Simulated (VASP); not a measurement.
# GaSb (F-43m) in VASP: notebook

Aim: see how the results for GaSb move with the level of theory and the settings. Levels: revPBE+D4, PBE exchange alone, RPBE+D3(BJ). Tasks: single point.

Everything below comes from runs of VASP 6.6.1. Logs are shortened: lines on timing, memory, paths and dates and some standing lists are left out, and cuts for length are marked.

**What was measured.**

A printed reference work, data compilation reports, for a bulk crystal of GaSb at 4.2 K: band gap 0.811 eV (direct).

The results are compared with them further down.

## Step 1: The cell of the first run

It takes space group F-43m (No. 216, cubic). Conventional cell: a = 6.118 Å, b = 6.118 Å, c = 6.118 Å, α = 90.00°, β = 90.00°, γ = 90.00°. Within 3.5 Å of Sb (site symmetry -43m) lie 4 Ga at 2.65 Å. Ga (site symmetry -43m) has 4 Sb at 2.65 Å within 3.5 Å.

## Step 2: Single point, revPBE+D4

Input file INCAR:

```
SYSTEM = GaSb
PREC = Accurate
ENCUT = 520
EDIFF = 1E-6
ISMEAR = -1
SIGMA = 0.05
LREAL = .FALSE.
LASPH = .TRUE.
NELM = 60
ALGO = Normal
ISIF = 2
LWAVE = .FALSE.
LCHARG = .FALSE.
GGA = RE
IVDW = 13
NBANDS = 16
```

Input file KPOINTS:

```
regular mesh
0
G
  8 8 8
  0 0 0
```

Input file POSCAR:

```
GaSb
1.0
    0.0000000000      3.0590000000      3.0590000000
    3.0590000000      0.0000000000      3.0590000000
    3.0590000000      3.0590000000      0.0000000000
Sb Ga
1 1
Direct
    0.7500000000      0.7500000000      0.7500000000
    0.0000000000      0.0000000000      0.0000000000
```

Potentials or basis: VASP PAW PBE potentials, release 64 (Sb, Ga_d).

Run with:

```console
> cat potpaw_PBE.64/Sb/POTCAR potpaw_PBE.64/Ga_d/POTCAR > POTCAR
> mpirun -np 1 vasp_std > vasp.out
```

OUTCAR:

```text
SYSTEM = GaSb
   PREC = Accurate
   ENCUT = 520
   EDIFF = 1E-6
   ISMEAR = -1
   LREAL = .FALSE.
   LASPH = .TRUE.
   NELM = 60
   ISIF = 2
   GGA = RE
   IVDW = 13

 ion  position               nearest neighbor table
   1  0.750  0.750  0.750-   2 2.65   2 2.65   2 2.65   2 2.65
   2  0.000  0.000  0.000-   1 2.65   1 2.65   1 2.65   1 2.65

  LATTYP: Found a face centered cubic cell.
 ALAT       =     6.1180000000

  Lattice vectors:

 A1 = (   0.0000000000,   3.0590000000,   3.0590000000)
 A2 = (   3.0590000000,   0.0000000000,   3.0590000000)
 A3 = (   3.0590000000,   3.0590000000,   0.0000000000)

Analysis of symmetry for initial positions (statically):
=====================================================================
 Subroutine PRICEL returns:
 Original cell was already a primitive cell.

 Routine SETGRP: Setting up the symmetry group for a
 face centered cubic supercell.

 Subroutine GETGRP returns: Found 24 space group operations
 (whereof 24 operations were pure point group operations)
 out of a pool of 48 trial point group operations.

The static configuration has the point symmetry T_d .

Analysis of symmetry for dynamics (positions and initial velocities):
=====================================================================
 Subroutine PRICEL returns:
 Original cell was already a primitive cell.

 Routine SETGRP: Setting up the symmetry group for a
 face centered cubic supercell.

 Subroutine GETGRP returns: Found 24 space group operations
 (whereof 24 operations were pure point group operations)
 out of a pool of 48 trial point group operations.

The dynamic configuration has the point symmetry T_d .

 Subroutine INISYM returns: Found 24 space group operations
 (whereof 24 operations are pure point group operations),
 and found     1 'primitive' translations

----------------------------------------------------------------------------------------

                                     Primitive cell

  volume of cell :      57.2491

  direct lattice vectors                    reciprocal lattice vectors
     0.000000000  3.059000000  3.059000000    -0.163452109  0.163452109  0.163452109
     3.059000000  0.000000000  3.059000000     0.163452109 -0.163452109  0.163452109
     3.059000000  3.059000000  0.000000000     0.163452109  0.163452109 -0.163452109

  length of vectors
     4.326079287  4.326079287  4.326079287     0.283107357  0.283107357  0.283107357

  position of ions in fractional coordinates (direct lattice)
     0.750000000  0.750000000  0.750000000
     0.000000000  0.000000000  0.000000000

  ion indices of the primitive-cell ions
   primitive index   ion index
                 1           1
                 2           2

----------------------------------------------------------------------------------------

 KPOINTS: regular mesh

Automatic generation of k-mesh.
 Grid dimensions read from file:
 generate k-points for:    8    8    8

 Generating k-lattice:

  Cartesian coordinates                     Fractional coordinates (reciprocal lattice)
    -0.020431514  0.020431514  0.020431514     0.125000000  0.000000000  0.000000000
     0.020431514 -0.020431514  0.020431514     0.000000000  0.125000000  0.000000000
     0.020431514  0.020431514 -0.020431514     0.000000000  0.000000000  0.125000000

  Length of vectors
     0.035388420  0.035388420  0.035388420

  Shift w.r.t. Gamma in fractional coordinates (k-lattice)
     0.000000000  0.000000000  0.000000000

 Subroutine IBZKPT returns following result:
 ===========================================

 Found     29 irreducible k-points:

 Following reciprocal coordinates:
            Coordinates               Weight
  0.000000  0.000000  0.000000      1.000000
  0.125000  0.000000  0.000000      8.000000
  0.250000  0.000000  0.000000      8.000000
  0.375000  0.000000  0.000000      8.000000
  0.500000  0.000000  0.000000      4.000000
  0.125000  0.125000  0.000000      6.000000
[... 16 lines left out ...]
  0.500000  0.250000  0.125000     48.000000
 -0.375000  0.250000  0.125000     24.000000
 [... further k-points ...]
   k-points           NKPTS =     29   k-points in BZ     NKDIM =     29   number of bands    NBANDS=     16
   number of dos      NEDOS =    301   number of ions     NIONS =      2
   total plane-waves  NPLWV =  32768
   dimension x,y,z NGX =    32 NGY =   32 NGZ =   32
   dimension x,y,z NGXF=    64 NGYF=   64 NGZF=   64
   ions per type =               1   1
   NGX,Y,Z   is equivalent  to a cutoff of  12.30, 12.30, 12.30 a.u.
   NGXF,Y,Z  is equivalent  to a cutoff of  24.59, 24.59, 24.59 a.u.
 SYSTEM =  GaSb
   PREC   = accura    normal or accurate (medium, high low for compatibility)
   ISTART =      0    job   : 0-new  1-cont  2-samecut
   ICHARG =      2    charge: 1-file 2-atom 10-const
   ISPIN  =      1    spin polarized calculation?
   LNONCOLLINEAR =      F non collinear calculations
   LSORBIT =      F    spin-orbit coupling
   LASPH  =      T    aspherical Exc in radial PAW
   ENCUT  =  520.0 eV  38.22 Ry    6.18 a.u.   8.04  8.04  8.04*2*pi/ulx,y,z
   NELM   =     60;   NELMIN=  2; NELMDL= -5     # of ELM steps
   EDIFF  = 0.1E-05   stopping-criterion for ELM
   LREAL  =      F    real-space projection
   EDIFFG = 0.1E-04   stopping-criterion for IOM
   NSW    =      0    number of steps for IOM
   IBRION =     -1    ionic relax: 0-MD 1-quasi-New 2-CG
   NFREE  =      0    steps in history (QN), initial steepest desc. (CG)
   ISIF   =      2    stress and relaxation
   ISYM   =      2    0-nonsym 1-usesym 2-fastsym
   POTIM  = 0.5000    time-step for ionic-motion
   TEBEG  =    0.0;   TEEND  =   0.0 temperature during run
   PSTRESS=    0.0 pullay stress
   NELECT =      18.0000    total number of electrons
   NUPDOWN=      -1.0000    fix difference up-down
   EMIN   =  10.00;   EMAX   =-10.00  energy-range for DOS
   EFERMI =   0.00;   METHOD = LEGACY
   ISMEAR =    -1;   SIGMA  =   0.05  broadening in eV -4-tet -1-fermi 0-gaus
   EFERMI_NEDOS =   21; number of points for ismear=-14 and -15
   IALGO  =     38    algorithm
   IMIX   =      4    mixing-type and parameters
     AMIX     =   0.40;   BMIX     =  1.00
     AMIX_MAG =   1.60;   BMIX_MAG =  1.00
  volume/ion in A,a.u.               =      28.62       193.17
  Fermi-wavevector in a.u.,A,eV,Ry     =   1.113208  2.103657 16.860766  1.239231
  Thomas-Fermi vector in A             =   2.249790
   LORBIT       =      0    0 simple, 1 ext, 2 COOP (PROOUT), +10 PAW based schemes
   GGA     = RE    functional components
   LHFCALC =     F    Hartree Fock is set to
   AEXX    =    0.0000 exact exchange contribution
   IVDW    =    13    specifies the selected vdW correction
   LEPSILON=     F    determine dielectric tensor
   LRPA    =     F    only Hartree local field effects (RPA)
 non-spin polarized calculation
  energy-cutoff  :      520.00
  volume of cell :       57.25
 maximum number of plane-waves:      1572
   NGX = 17   NGY = 17   NGZ = 17

 number of electron      17.9999986 magnetization

 Free energy of the ion-electron system (eV)
  ---------------------------------------------------
  ext. energy  EPLUGINS =         0.00000000
  ---------------------------------------------------
  free energy    TOTEN  =        -6.75799234 eV

  energy without entropy =       -6.75758742  energy(sigma->0) =       -6.75778988

 E-fermi :   5.0424     XC(G=0):  -8.9663

 val. band max:        4.9501317531   @ k =   0.0000   0.0000   0.0000
 cond. band min:       5.0571968901   @ k =   0.0000   0.0000   0.0000
 fundamental gap:      0.1070651371
 Fermi energy:         5.0424434187

 k-point     1 :       0.0000    0.0000    0.0000
  band No.  band energies     occupation
      1     -10.0879      2.00000
      2     -10.0879      2.00000
      3     -10.0879      2.00000
      4     -10.0384      2.00000
      5     -10.0384      2.00000
      6      -6.5017      2.00000
[... 8 lines left out ...]
     15      13.5203      0.00000
     16      13.5203      0.00000

 k-point     2 :       0.1250    0.0000    0.0000
  band No.  band energies     occupation
      1     -10.0920      2.00000
      2     -10.0861      2.00000
      3     -10.0861      2.00000
      4     -10.0386      2.00000
      5     -10.0386      2.00000
      6      -6.3420      2.00000
[... 8 lines left out ...]
     15      12.7583      0.00000
     16      12.7583      0.00000

 k-point     3 :       0.2500    0.0000    0.0000
  band No.  band energies     occupation
      1     -10.1018      2.00000
      2     -10.0821      2.00000
      3     -10.0821      2.00000
      4     -10.0388      2.00000
      5     -10.0388      2.00000
      6      -5.8872      2.00000
[... 8 lines left out ...]
     15      12.5492      0.00000
     16      12.5492      0.00000

 k-point     4 :       0.3750    0.0000    0.0000
  band No.  band energies     occupation
      1     -10.1113      2.00000
      2     -10.0785      2.00000
      3     -10.0785      2.00000
      4     -10.0385      2.00000
      5     -10.0385      2.00000
      6      -5.2568      2.00000
[... 8 lines left out ...]
     15      13.5040      0.00000
     16      13.5040      0.00000

 k-point     5 :       0.5000    0.0000    0.0000
  band No.  band energies     occupation
      1     -10.1152      2.00000
      2     -10.0773      2.00000
      3     -10.0773      2.00000
      4     -10.0381      2.00000
      5     -10.0381      2.00000
      6      -4.8807      2.00000
[... 8 lines left out ...]
     15      14.8677      0.00000
     16      14.8677      0.00000

 k-point     6 :       0.1250    0.1250    0.0000
  band No.  band energies     occupation
      1     -10.0953      2.00000
      2     -10.0845      2.00000
      3     -10.0845      2.00000
      4     -10.0398      2.00000
      5     -10.0378      2.00000
      6      -6.2881      2.00000
[... 8 lines left out ...]
     15      11.9881      0.00000
     16      13.7203      0.00000

 k-point     7 :       0.2500    0.1250    0.0000
  band No.  band energies     occupation
      1     -10.1034      2.00000
      2     -10.0810      2.00000
      3     -10.0803      2.00000
      4     -10.0410      2.00000
      5     -10.0374      2.00000
      6      -5.9280      2.00000
[... 8 lines left out ...]
     15      13.0954      0.00000
     16      13.5261      0.00000

 k-point     8 :       0.3750    0.1250    0.0000
  band No.  band energies     occupation
      1     -10.1120      2.00000
      2     -10.0779      2.00000
      3     -10.0765      2.00000
      4     -10.0411      2.00000
      5     -10.0373      2.00000
      6      -5.3368      2.00000
[... 8 lines left out ...]
     15      13.4521      0.00000
     16      14.1787      0.00000

 k-point     9 :       0.5000    0.1250    0.0000
  band No.  band energies     occupation
      1     -10.1169      2.00000
      2     -10.0761      2.00000
      3     -10.0751      2.00000
      4     -10.0399      2.00000
      5     -10.0378      2.00000
      6      -4.8051      2.00000
[... 8 lines left out ...]
     15      14.7076      0.00000
     16      14.8815      0.00000
[... 172 lines left out ...]
 k-point    19 :       0.5000    0.3750    0.0000
  band No.  band energies     occupation
      1     -10.1294      2.00000
      2     -10.0661      2.00000
      3     -10.0652      2.00000
      4     -10.0484      2.00000
      5     -10.0351      2.00000
      6      -4.2489      2.00000
[... 8 lines left out ...]
     15      15.4460      0.00000
     16      15.7823      0.00000

 k-point    20 :      -0.3750    0.3750    0.0000
  band No.  band energies     occupation
      1     -10.1266      2.00000
      2     -10.0690      2.00000
      3     -10.0668      2.00000
      4     -10.0456      2.00000
      5     -10.0368      2.00000
      6      -4.1176      2.00000
[... 8 lines left out ...]
     15      13.7824      0.00000
     16      17.2065      0.00000

 k-point    21 :       0.5000    0.5000    0.0000
  band No.  band energies     occupation
      1     -10.1325      2.00000
      2     -10.0634      2.00000
      3     -10.0634      2.00000
      4     -10.0503      2.00000
      5     -10.0343      2.00000
      6      -4.0512      2.00000
[... 8 lines left out ...]
     15      15.8508      0.00000
     16      16.2650      0.00000

 k-point    22 :       0.3750    0.2500    0.1250
  band No.  band energies     occupation
      1     -10.1115      2.00000
      2     -10.0773      2.00000
      3     -10.0759      2.00000
      4     -10.0424      2.00000
      5     -10.0370      2.00000
      6      -5.4903      2.00000
[... 8 lines left out ...]
     15      14.1178      0.00000
     16      14.2820      0.00000

 k-point    23 :       0.5000    0.2500    0.1250
  band No.  band energies     occupation
      1     -10.1179      2.00000
      2     -10.0749      2.00000
      3     -10.0725      2.00000
      4     -10.0422      2.00000
      5     -10.0375      2.00000
      6      -4.8860      2.00000
[... 8 lines left out ...]
     15      13.7832      0.00000
     16      15.1897      0.00000

 k-point    24 :      -0.3750    0.2500    0.1250
  band No.  band energies     occupation
      1     -10.1203      2.00000
      2     -10.0742      2.00000
      3     -10.0712      2.00000
      4     -10.0414      2.00000
      5     -10.0382      2.00000
      6      -4.5272      2.00000
[... 8 lines left out ...]
     15      14.6834      0.00000
     16      15.1660      0.00000

 [... further k-points ...]

------------------------ aborting loop because EDIFF is reached ----------------------------------------

  DFT-D4 for vdW energy calculation

  Edisp (eV):   -1.32262

  FORCE on cell =-STRESS in cart. coord.  units (eV):
  Direction    XX          YY          ZZ          XY          YZ          ZX
  --------------------------------------------------------------------------------------
  -------------------------------------------------------------------------------------
  Total      -0.20060    -0.20060    -0.20060     0.00000     0.00000    -0.00000
  in kB      -5.61401    -5.61401    -5.61401     0.00000     0.00000    -0.00000
  external pressure =       -5.61 kB  Pullay stress =        0.00 kB

 VOLUME and BASIS-vectors are now :
 -----------------------------------------------------------------------------
  energy-cutoff  :      520.00
  volume of cell :       57.25
      direct lattice vectors                 reciprocal lattice vectors
     0.000000000  3.059000000  3.059000000    -0.163452109  0.163452109  0.163452109
     3.059000000  0.000000000  3.059000000     0.163452109 -0.163452109  0.163452109
     3.059000000  3.059000000  0.000000000     0.163452109  0.163452109 -0.163452109

 POSITION                                       TOTAL-FORCE (eV/Angst)
 -----------------------------------------------------------------------------------
      4.58850      4.58850      4.58850        -0.000000     -0.000000     -0.000000
      0.00000      0.00000      0.00000         0.000000      0.000000      0.000000
 -----------------------------------------------------------------------------------
    total drift:                               -0.000002     -0.000002     -0.000002

  FREE ENERGIE OF THE ION-ELECTRON SYSTEM (eV)
  ---------------------------------------------------
  free  energy   TOTEN  =        -8.0806078538 eV

  energy  without entropy=       -8.0802029323  energy(sigma->0) =       -8.08040539
```

Run time: 18 s. Hardware: 1 thread of Intel Xeon Platinum 8259CL at 2.50GHz (Skylake/Cascade Lake), shared host; peak memory 0.18 GiB.

What came out:

- Free energy: -8.0806 eV
- Pressure: -0.6 GPa
- Band gap on the k mesh: 0.11 eV, direct
- Dispersion energy per atom: -0.661 eV

Caveat: the PAW data sets were made with another functional, which shifts forces and pressure a little; spin-orbit coupling is left out, which moves the levels of the heavy elements.

(Continued in part 2 of 3.)
